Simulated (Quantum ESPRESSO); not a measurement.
# Si (Fd-3m) in Quantum ESPRESSO: notebook

Runs on Si. Level: PBE. Tasks: relaxation of cell and atoms.

Program: Quantum ESPRESSO 7.5. These are calculated values, not measurements. Logs are shortened: lines on timing, memory, paths and dates and some standing lists are left out, and cuts for length are marked.

## Step 1: The crystal as given

It takes space group Fd-3m (No. 227, cubic). Conventional cell: a = 5.431 Å, b = 5.431 Å, c = 5.431 Å, α = 90.00°, β = 90.00°, γ = 90.00°. Around Si (site symmetry -43m) lie 4 Si at 2.35 Å.

## Step 2: Relaxation of cell and atoms, PBE, target pressure 6 GPa, at which the enthalpy is minimised

pw.in reads:

```
&CONTROL
  calculation = 'vc-relax'
  prefix = 'pwscf'
  outdir = './tmp'
  pseudo_dir = './pseudo'
  tprnfor = .true.
  tstress = .true.
  disk_io = 'low'
  nstep = 40
  forc_conv_thr = 0.0004
  etot_conv_thr = 1d-05
/
&SYSTEM
  ibrav = 0
  nat = 2
  ntyp = 1
  ecutwfc = 55
  ecutrho = 440
  nbnd = 9
  occupations = 'fixed'
/
&ELECTRONS
  conv_thr = 4d-10
  electron_maxstep = 120
  mixing_beta = 0.5
/
&IONS
  ion_dynamics = 'bfgs'
/
&CELL
  cell_dynamics = 'bfgs'
  press = 60
  press_conv_thr = 0.3
/
ATOMIC_SPECIES
Si    28.0850 Si.pbe-n-rrkjus_psl.1.0.0.UPF
CELL_PARAMETERS angstrom
   0.0000000000    2.7155000000    2.7155000000
   2.7155000000    0.0000000000    2.7155000000
   2.7155000000    2.7155000000    0.0000000000
ATOMIC_POSITIONS crystal
Si     0.0000000000    0.0000000000    0.0000000000
Si     0.2500000000    0.2500000000    0.2500000000
K_POINTS automatic
11 11 11 0 0 0
```

Potentials or basis: SSSP 1.3 efficiency PBE.

Command:

```console
> OMP_NUM_THREADS=1 pw.x -in pw.in > pw.out
```

pw.out:

```text
This program is part of the open-source Quantum ESPRESSO suite
     for quantum simulation of materials; please cite
[... 9 lines left out ...]
     --------------------
     sticks:   dense  smooth     PW     G-vecs:    dense   smooth      PW
     Sum        1597     805    253                42087    14841    2565

     Using Slab Decomposition

     bravais-lattice index     =            0
     lattice parameter (alat)  =       7.2571  a.u.
     unit-cell volume          =     270.2564 (a.u.)^3
     number of atoms/cell      =            2
     number of atomic types    =            1
     number of electrons       =         8.00
     number of Kohn-Sham states=            9
     kinetic-energy cutoff     =      55.0000  Ry
     charge density cutoff     =     440.0000  Ry
     scf convergence threshold =      4.0E-10
     mixing beta               =       0.5000
     number of iterations used =            8  plain     mixing
     energy convergence thresh.=      1.0E-05
     force convergence thresh. =      4.0E-04
     press convergence thresh. =      3.0E-01
     Exchange-correlation= PBE
                           (   1   4   3   4   0   0   0)
     nstep                     =           40

     celldm(1)=   7.257109  celldm(2)=   0.000000  celldm(3)=   0.000000
     celldm(4)=   0.000000  celldm(5)=   0.000000  celldm(6)=   0.000000

     crystal axes: (cart. coord. in units of alat)
               a(1) = (   0.000000   0.707107   0.707107 )
               a(2) = (   0.707107   0.000000   0.707107 )
               a(3) = (   0.707107   0.707107   0.000000 )

     reciprocal axes: (cart. coord. in units 2 pi/alat)
               b(1) = ( -0.707107  0.707107  0.707107 )
               b(2) = (  0.707107 -0.707107  0.707107 )
               b(3) = (  0.707107  0.707107 -0.707107 )

     PseudoPot. # 1 for Si read from file:
     Si.pbe-n-rrkjus_psl.1.0.0.UPF
     Pseudo is Ultrasoft + core correction, Zval =  4.0
     Generated using "atomic" code by A. Dal Corso  v.5.1
     Using radial grid of 1141 points,  6 beta functions with:
                l(1) =   0
                l(2) =   0
                l(3) =   1
                l(4) =   1
                l(5) =   2
                l(6) =   2
     Q(r) pseudized with 0 coefficients

     atomic species   valence    mass     pseudopotential
     Si                4.00    28.08500     Si( 1.00)

     48 Sym. Ops., with inversion, found (24 have fractional translation)

   Cartesian axes

     site n.     atom                  positions (alat units)
         1        Si     tau(   1) = (   0.0000000   0.0000000   0.0000000  )
         2        Si     tau(   2) = (   0.3535534   0.3535534   0.3535534  )

     number of k points=    56
                       cart. coord. in units 2pi/alat
        k(    1) = (   0.0000000   0.0000000   0.0000000), wk =   0.0015026
        k(    2) = (   0.0642824   0.0642824  -0.0642824), wk =   0.0120210
        k(    3) = (   0.1285649   0.1285649  -0.1285649), wk =   0.0120210
[... 1560 lines left out ...]

     bfgs converged in   4 scf cycles and   3 bfgs steps
     (criteria: energy <  1.0E-05 Ry, force <  4.0E-04 Ry/Bohr, cell <  3.0E-01 kbar)

     End of BFGS Geometry Optimization

     Final enthalpy           =     -22.7310304515 Ry

Begin final coordinates
     new unit-cell volume =    260.09698 a.u.^3 (    38.54240 Ang^3 )
     density =      2.42000 g/cm^3

CELL_PARAMETERS (angstrom)
   0.000000000   2.681037599   2.681037599
   2.681037599  -0.000000000   2.681037599
   2.681037599   2.681037599  -0.000000000

ATOMIC_POSITIONS (crystal)
Si               0.0000000000       -0.0000000000       -0.0000000000
Si               0.2500000000        0.2500000000        0.2500000000
End final coordinates

     Final scf calculation at the relaxed structure.
     The G-vectors are recalculated for the final unit cell
     Results may differ from those at the preceding step.

     G-vector sticks info
     --------------------
     sticks:   dense  smooth     PW     G-vecs:    dense   smooth      PW
     Sum        1555     769    241                40677    14331    2421

     Using Slab Decomposition

     bravais-lattice index     =            0
     lattice parameter (alat)  =       7.2571  a.u.
     unit-cell volume          =     260.0970 (a.u.)^3
     number of atoms/cell      =            2
     number of atomic types    =            1
     number of electrons       =         8.00
     number of Kohn-Sham states=            9
     kinetic-energy cutoff     =      55.0000  Ry
     charge density cutoff     =     440.0000  Ry
     scf convergence threshold =      4.0E-12
     mixing beta               =       0.5000
     number of iterations used =            8  plain     mixing
     press convergence thresh. =      3.0E-01
     Exchange-correlation= PBE
                           (   1   4   3   4   0   0   0)

     celldm(1)=   7.257109  celldm(2)=   0.000000  celldm(3)=   0.000000
     celldm(4)=   0.000000  celldm(5)=   0.000000  celldm(6)=   0.000000

     crystal axes: (cart. coord. in units of alat)
               a(1) = (   0.000000   0.698133   0.698133 )
               a(2) = (   0.698133  -0.000000   0.698133 )
               a(3) = (   0.698133   0.698133  -0.000000 )

     reciprocal axes: (cart. coord. in units 2 pi/alat)
               b(1) = ( -0.716196  0.716196  0.716196 )
               b(2) = (  0.716196 -0.716196  0.716196 )
               b(3) = (  0.716196  0.716196 -0.716196 )

     PseudoPot. # 1 for Si read from file:
     Si.pbe-n-rrkjus_psl.1.0.0.UPF
     Pseudo is Ultrasoft + core correction, Zval =  4.0
     Generated using "atomic" code by A. Dal Corso  v.5.1
     Using radial grid of 1141 points,  6 beta functions with:
                l(1) =   0
                l(2) =   0
                l(3) =   1
                l(4) =   1
                l(5) =   2
                l(6) =   2
     Q(r) pseudized with 0 coefficients

     atomic species   valence    mass     pseudopotential
     Si                4.00    28.08500     Si( 1.00)

     48 Sym. Ops., with inversion, found (24 have fractional translation)

   Cartesian axes

     site n.     atom                  positions (alat units)
         1        Si     tau(   1) = (  -0.0000000   0.0000000   0.0000000  )
         2        Si     tau(   2) = (   0.3490664   0.3490664   0.3490664  )

     number of k points=    56
                       cart. coord. in units 2pi/alat
        k(    1) = (   0.0000000   0.0000000   0.0000000), wk =   0.0015026
        k(    2) = (   0.0651087   0.0651087  -0.0651087), wk =   0.0120210
        k(    3) = (   0.1302175   0.1302175  -0.1302175), wk =   0.0120210
        k(    4) = (   0.1953262   0.1953262  -0.1953262), wk =   0.0120210
        k(    5) = (   0.2604349   0.2604349  -0.2604349), wk =   0.0120210
        k(    6) = (   0.3255436   0.3255436  -0.3255436), wk =   0.0120210
[... 48 lines left out ...]
        k(   55) = (  -0.0651087  -0.4557611   0.7161960), wk =   0.0360631
        k(   56) = (   0.0000000  -0.3906524   0.6510873), wk =   0.0360631

     Dense  grid:    40677 G-vectors     FFT dimensions: (  48,  48,  48)

     Smooth grid:    14331 G-vectors     FFT dimensions: (  36,  36,  36)

     Initial potential from superposition of free atoms

     starting charge       7.9989, renormalised to       8.0000
     Starting wfcs are    8 randomized atomic wfcs +    1 random wfcs

     Self-consistent Calculation

     iteration #  1     ecut=    55.00 Ry     beta= 0.50
     Davidson diagonalization with overlap
     c_bands:  1 eigenvalues not converged
     c_bands:  1 eigenvalues not converged
     c_bands:  1 eigenvalues not converged
     c_bands:  1 eigenvalues not converged
     c_bands:  1 eigenvalues not converged
     c_bands:  1 eigenvalues not converged
[... 384 lines left out ...]
          total   stress  (Ry/bohr**3)                   (kbar)     P=       59.97
   0.00040764  -0.00000000   0.00000000           59.97       -0.00        0.00
  -0.00000000   0.00040764   0.00000000           -0.00       59.97        0.00
   0.00000000   0.00000000   0.00040764            0.00        0.00       59.97

=------------------------------------------------------------------------------=
   JOB DONE.
=------------------------------------------------------------------------------=
```

Wall time 80 s (1 thread of Intel Xeon Platinum 8375C at 2.90GHz (Ice Lake), shared host); peak memory 0.2 GiB.

Results:

* Free energy: -310.7148 eV
* Relaxed volume: 19.27 Å³/atom
* Relaxed cell: a = 3.792 Å, b = 3.792 Å, c = 3.792 Å, α = 60.00°, β = 60.00°, γ = 60.00°
* Space group after relaxing (to 0.05 Å): Fd-3m (No. 227)
* Energy change on relaxing (the enthalpy is what falls): +18.4 meV/atom
* Ionic steps: 4
* Pressure after relaxing: 6.0 GPa
* Band gap on the k mesh: 0.52 eV, indirect (least direct gap 2.58 eV)

The path:
| step | energy change (eV) | largest force (eV/Å) | pressure (GPa) | volume (Å³) |
| --- | --- | --- | --- | --- |
| 1 | 0.0000 | 0.0000 | 1.96 | 40.05 |
| 2 | 0.0153 | 0.0000 | 4.06 | 39.23 |
| 3 | 0.0384 | 0.0000 | 6.12 | 38.50 |
| 4 | 0.0368 | 0.0000 | 6.00 | 38.54 |

Final structure:
```xyz
2
Lattice="0.0000 2.6810 2.6810 2.6810 0.0000 2.6810 2.6810 2.6810 0.0000" Properties=species:S:1:pos:R:3 pbc="T T T"
Si    0.0000    0.0000    0.0000
Si    1.3405    1.3405    1.3405
```

Levels at points of the mesh, in eV from the valence-band top:
```
           k point  band 1  band 2  band 3  band 4  band 5  band 6  band 7  band 8  band 9
(0.00, 0.00, 0.00)  -12.23    0.00    0.00    0.00    2.58    2.58    2.58    3.80    7.75
```

Caveat: an odd mesh through Γ misses points on the zone boundary, where band edges often lie.

## Step 3: Relaxation of cell and atoms, PBE, target pressure 9 GPa, at which the enthalpy is minimised

pw.in, as its differences from that of step 2:

```diff
@@ -31,3 +31,3 @@
   cell_dynamics = 'bfgs'
-  press = 60
+  press = 90
   press_conv_thr = 0.3
```

Potentials or basis: SSSP 1.3 efficiency PBE.

Command:

```console
> OMP_NUM_THREADS=1 pw.x -in pw.in > pw.out
```

Wall time 82 s (1 thread of Intel Xeon Platinum 8375C at 2.90GHz (Ice Lake), shared host); peak memory 0.2 GiB.

Results (log left out):

```
Free energy                                            : -310.6703 eV
Relaxed volume                                         : 18.79 Å³/atom
Relaxed cell                                           : a = 3.760 Å, b = 3.760 Å, c = 3.760 Å, α = 60.00°, β = 60.00°, γ = 60.00°
Space group after relaxing (to 0.05 Å)                 : Fd-3m (No. 227)
Energy change on relaxing (the enthalpy is what falls) : +40.6 meV/atom
Ionic steps                                            : 4
Pressure after relaxing                                : 9.0 GPa
Band gap on the k mesh                                 : 0.47 eV, indirect (least direct gap 2.59 eV)
```

Step by step:
| step | energy change (eV) | largest force (eV/Å) | pressure (GPa) | volume (Å³) |
| --- | --- | --- | --- | --- |
| 1 | 0.0000 | 0.0000 | 1.96 | 40.05 |
| 2 | 0.0336 | 0.0000 | 5.74 | 38.63 |
| 3 | 0.0872 | 0.0000 | 9.34 | 37.48 |
| 4 | 0.0812 | 0.0000 | 8.99 | 37.59 |

Final structure:
```
Si
1.0
     0.00000    2.65873    2.65873
     2.65873    0.00000    2.65873
     2.65873    2.65873    0.00000
Si
2
Direct
  0.00000 0.00000 0.00000
  0.25000 0.25000 0.25000
```

Levels at points of the mesh, in eV from the valence-band top:
```
           k point  band 1  band 2  band 3  band 4  band 5  band 6  band 7  band 8  band 9
(0.00, 0.00, 0.00)  -12.41    0.00    0.00    0.00    2.59    2.59    2.59    4.10    7.76
```

Caveat: an odd mesh through Γ misses points on the zone boundary, where band edges often lie.

## Step 4: Relaxation of cell and atoms, PBE, target pressure 12 GPa, at which the enthalpy is minimised

pw.in, as its differences from that of step 3:

```diff
@@ -31,3 +31,3 @@
   cell_dynamics = 'bfgs'
-  press = 90
+  press = 120
   press_conv_thr = 0.3
```

Potentials or basis: SSSP 1.3 efficiency PBE.

Command:

```console
> OMP_NUM_THREADS=1 pw.x -in pw.in > pw.out
```

pw.out:

```text
This program is part of the open-source Quantum ESPRESSO suite
     for quantum simulation of materials; please cite
[... 9 lines left out ...]
     --------------------
     sticks:   dense  smooth     PW     G-vecs:    dense   smooth      PW
     Sum        1597     805    253                42087    14841    2565

     Using Slab Decomposition

     bravais-lattice index     =            0
     lattice parameter (alat)  =       7.2571  a.u.
     unit-cell volume          =     270.2564 (a.u.)^3
     number of atoms/cell      =            2
     number of atomic types    =            1
     number of electrons       =         8.00
     number of Kohn-Sham states=            9
     kinetic-energy cutoff     =      55.0000  Ry
     charge density cutoff     =     440.0000  Ry
     scf convergence threshold =      4.0E-10
     mixing beta               =       0.5000
     number of iterations used =            8  plain     mixing
     energy convergence thresh.=      1.0E-05
     force convergence thresh. =      4.0E-04
     press convergence thresh. =      3.0E-01
     Exchange-correlation= PBE
                           (   1   4   3   4   0   0   0)
     nstep                     =           40

     celldm(1)=   7.257109  celldm(2)=   0.000000  celldm(3)=   0.000000
     celldm(4)=   0.000000  celldm(5)=   0.000000  celldm(6)=   0.000000

     crystal axes: (cart. coord. in units of alat)
               a(1) = (   0.000000   0.707107   0.707107 )
               a(2) = (   0.707107   0.000000   0.707107 )
[... 2057 lines left out ...]

     PseudoPot. # 1 for Si read from file:
     Si.pbe-n-rrkjus_psl.1.0.0.UPF
     Pseudo is Ultrasoft + core correction, Zval =  4.0
     Generated using "atomic" code by A. Dal Corso  v.5.1
     Using radial grid of 1141 points,  6 beta functions with:
                l(1) =   0
                l(2) =   0
                l(3) =   1
                l(4) =   1
                l(5) =   2
                l(6) =   2
     Q(r) pseudized with 0 coefficients

     atomic species   valence    mass     pseudopotential
     Si                4.00    28.08500     Si( 1.00)

     48 Sym. Ops., with inversion, found (24 have fractional translation)

   Cartesian axes

     site n.     atom                  positions (alat units)
         1        Si     tau(   1) = (   0.0000000   0.0000000  -0.0000000  )
         2        Si     tau(   2) = (   0.3435142   0.3435142   0.3435142  )

     number of k points=    56
                       cart. coord. in units 2pi/alat
        k(    1) = (   0.0000000   0.0000000   0.0000000), wk =   0.0015026
        k(    2) = (   0.0661611   0.0661611  -0.0661611), wk =   0.0120210
        k(    3) = (   0.1323222   0.1323222  -0.1323222), wk =   0.0120210
        k(    4) = (   0.1984833   0.1984833  -0.1984833), wk =   0.0120210
        k(    5) = (   0.2646444   0.2646444  -0.2646444), wk =   0.0120210
        k(    6) = (   0.3308055   0.3308055  -0.3308055), wk =   0.0120210
[... 48 lines left out ...]
        k(   55) = (  -0.0661611  -0.4631276   0.7277720), wk =   0.0360631
        k(   56) = (   0.0000000  -0.3969666   0.6616109), wk =   0.0360631

     Dense  grid:    38781 G-vectors     FFT dimensions: (  48,  48,  48)

     Smooth grid:    13635 G-vectors     FFT dimensions: (  36,  36,  36)

     Initial potential from superposition of free atoms

     starting charge       7.9989, renormalised to       8.0000
     Starting wfcs are    8 randomized atomic wfcs +    1 random wfcs

     Self-consistent Calculation

     iteration #  1     ecut=    55.00 Ry     beta= 0.50
     Davidson diagonalization with overlap
     c_bands:  1 eigenvalues not converged
     c_bands:  1 eigenvalues not converged
     c_bands:  1 eigenvalues not converged
     c_bands:  1 eigenvalues not converged
     c_bands:  1 eigenvalues not converged
     c_bands:  2 eigenvalues not converged
[... 386 lines left out ...]
          total   stress  (Ry/bohr**3)                   (kbar)     P=      119.99
   0.00081567   0.00000000   0.00000000          119.99        0.00        0.00
   0.00000000   0.00081567   0.00000000            0.00      119.99        0.00
   0.00000000   0.00000000   0.00081567            0.00        0.00      119.99

=------------------------------------------------------------------------------=
   JOB DONE.
=------------------------------------------------------------------------------=
```

Wall time 93 s (1 thread of Intel Xeon Platinum 8375C at 2.90GHz (Ice Lake), shared host); peak memory 0.2 GiB.

Results:

```
Free energy                                            : -310.6144 eV
Relaxed volume                                         : 18.37 Å³/atom
Relaxed cell                                           : a = 3.731 Å, b = 3.731 Å, c = 3.731 Å, α = 60.00°, β = 60.00°, γ = 60.00°
Space group after relaxing (to 0.05 Å)                 : Fd-3m (No. 227)
Energy change on relaxing (the enthalpy is what falls) : +68.6 meV/atom
Ionic steps                                            : 5
Pressure after relaxing                                : 12.0 GPa
Band gap on the k mesh                                 : 0.42 eV, indirect (least direct gap 2.59 eV)
```

The path:
```tsv
step	energy change (eV)	largest force (eV/Å)	pressure (GPa)	volume (Å³)
1	0.0000	0.0000	1.96	40.05
2	0.0583	0.0000	7.55	38.03
3	0.1499	0.0000	12.62	36.57
4	0.1365	0.0000	11.97	36.74
5	0.1371	0.0000	12.00	36.73
```

Final structure:
```yaml
crystal:
  lattice:
    - [0.00000, 2.63839, 2.63839]
    - [2.63839, 0.00000, 2.63839]
    - [2.63839, 2.63839, 0.00000]
  atoms:
    - { symbol: Si, position: [0.00000, 0.00000, 0.00000] }
    - { symbol: Si, position: [0.25000, 0.25000, 0.25000] }
```

Caveat: an odd mesh through Γ misses points on the zone boundary, where band edges often lie. Expect the measured gap to be larger: semilocal functionals such as PBE lack the derivative discontinuity.

## Step 5: Overview

```csv
cell,gap on the mesh (eV),pressure (GPa)
relaxed to 6 GPa,0.52,6.0
relaxed to 9 GPa,0.47,9.0
relaxed to 12 GPa,0.42,12.0
```

Alike in all rows: task relaxation of cell and atoms; level PBE; potentials or basis SSSP 1.3 efficiency PBE; no spin polarisation; k mesh 11 × 11 × 11; cutoff (eV) 748; smearing fixed.

Caveats: an odd mesh through Γ misses points on the zone boundary, where band edges often lie.

Absolute energies hang on the potentials; compare differences alone.
